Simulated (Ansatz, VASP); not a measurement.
## S in VASP and in Ansatz

INCAR

```
PREC     = Accurate       # precision mode
ENCUT    = 520            # plane-wave cutoff, eV
EDIFF    = 1E-7           # SCF threshold, eV
ISMEAR   = -1             # smearing method
SIGMA    = 0.08           # smearing width, eV
LREAL    = F              # projectors in reciprocal space
LASPH    = T              # aspherical terms in the spheres
NELM     = 80             # most SCF steps
ALGO     = Normal         # electronic algorithm
ISIF     = 2              # what is computed and relaxed
LWAVE    = F              # write WAVECAR
LCHARG   = T              # write CHGCAR
LELF     = T              # ELF
LVHAR    = T            
NBANDS   = 9              # bands
```

KPOINTS

```
regular mesh
0
Gamma
  16 16 16
```

POSCAR

```
S
1.0
   -1.2997173388      1.2997173388      1.2997173388
    1.2997173388     -1.2997173388      1.2997173388
    1.2997173388      1.2997173388     -1.2997173388
S
1
Direct
    0.0000000000      0.0000000000      0.0000000000
```

Input for Ansatz:

```yaml
crystal:
  lattice:
    - [-1.2997173388, 1.2997173388, 1.2997173388]
    - [1.2997173388, -1.2997173388, 1.2997173388]
    - [1.2997173388, 1.2997173388, -1.2997173388]
  atoms:
    - { symbol: S, position: [0.0, 0.0, 0.0] }
kpoints:
  mp_grid: { grid: [16, 16, 16] }
scf:
  occupations: { method: fermi_dirac, width: 0.08 }
hamiltonian:
  xc: lda
  pseudopotentials: { kind: paw, core: large }
output:
  forces: true
  stress: true
  eigenvalues: true
  write_density: true
  write_potential: true
  elf: true
  volumetric_format: npy
```

Change from the starting cell: volume scaled by 0.6, PAW files, core large.

Alike in both runs: task single point; functional LDA; k mesh 16 × 16 × 16; occupations fermi-dirac, width 0.08 eV; no spin polarisation.

```csv
,VASP,Ansatz
version,VASP 6.6.1,Ansatz 0.2.0
potentials or method,"VASP PAW LDA potentials, release 64 (S)","PAW with other files of Ansatz's library (core large), scalar-relativistic"
plane-wave cutoff (eV),520,420
valence electrons in the cell,6,6
```

|  | VASP | Ansatz | Ansatz less VASP |
| --- | --- | --- | --- |
| pressure (GPa) | 142.8 | 144.1 | +1.31 |

Caveats: the cell as given lies far from equilibrium; so large a pressure means that the cell lies far from this level's equilibrium, or that cutoff or potentials fall short (VASP).
